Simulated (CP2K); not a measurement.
Crystal: TiO2.

```
CELL_PARAMETERS angstrom
4.59984 0.00000 0.00000
0.00000 4.59984 0.00000
0.00000 0.00000 2.95921
ATOMIC_POSITIONS crystal
Ti 0.00000 0.00000 0.50000
Ti 0.50000 0.50000 0.00000
O 0.30432 0.30432 0.50000
O 0.19568 0.80432 0.00000
O 0.80432 0.19568 0.00000
O 0.69568 0.69568 0.50000
```

The cell is a database's computed one.

Base run:

* Program: CP2K 2026.2
* Functional: PBE
* Potentials or basis: POTENTIAL_UZH Ti GTH-SCAN-q12, O GTH-SCAN-q6; DZVP-MOLOPT-SR-GTH basis
* Density cutoff: 8163 eV
* k mesh: 6 × 6 × 9
* Occupations: fermi-dirac, width 0.05 eV
* Spin: no spin polarisation

Its results: band gap on the k mesh 1.70 eV, direct; pressure 5.1 GPa; largest force 0.068 eV/Å.

Question: The run is repeated on the same cell with these changes: potentials or basis from POTENTIAL_UZH Ti GTH-SCAN-q12, O GTH-SCAN-q6; DZVP-MOLOPT-SR-GTH basis to POTENTIAL_UZH Ti GTH-PBE0-q12, O GTH-PBE0-q6; DZVP-MOLOPT-SR-GTH basis; potentials from Ti GTH-SCAN-q12 of POTENTIAL_UZH, O GTH-SCAN-q6 of POTENTIAL_UZH to Ti GTH-PBE0-q12 of POTENTIAL_UZH, O GTH-PBE0-q6 of POTENTIAL_UZH. What comes out?

Answer: Band gap on the k mesh 1.78 eV, direct; pressure 4.2 GPa; largest force 0.010 eV/Å.

Caveats: an odd mesh through Γ misses points on the zone boundary, where band edges often lie; the basis of atomic orbitals isn't converged, which shifts pressures, moduli and gaps; the potentials were made for another functional, which shifts forces and pressure (some runs).
